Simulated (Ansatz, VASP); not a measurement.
# LaH3: VASP beside Ansatz

```
CELL_PARAMETERS angstrom
0.00000 2.78648 2.78648
2.78648 0.00000 2.78648
2.78648 2.78648 0.00000
ATOMIC_POSITIONS crystal
La 0.00000 0.00000 0.00000
H 0.50000 0.50000 0.50000
H 0.75000 0.75000 0.75000
H 0.25000 0.25000 0.25000
```

The cell comes from a database or a generator and needn't be the stable form of this composition.

Alike in both runs: task single point; functional PBEsol; dispersion D4; k mesh 9 × 9 × 9; occupations gaussian, width 0.2 eV; no spin polarisation.

|  | VASP | Ansatz |
| --- | --- | --- |
| version | VASP 6.6.1 | Ansatz 0.2.0 |
| potentials or method | VASP PAW PBE potentials, release 64 (La, H) | plane waves, PAW |
| plane-wave cutoff (eV) | 520 | 470 |
| valence electrons in the cell | 14 | 14 |

|  | VASP | Ansatz | Ansatz less VASP |
| --- | --- | --- | --- |
| gap on the k mesh at the Fermi level (eV) | none | none | - |
| dispersion energy (meV/atom) | -131.3 | -131.4 | -0.15 |

A gap of «none» marks a metal or a gap that the smearing closes.

 The runs have no spin-orbit coupling, so splittings on La are missing.
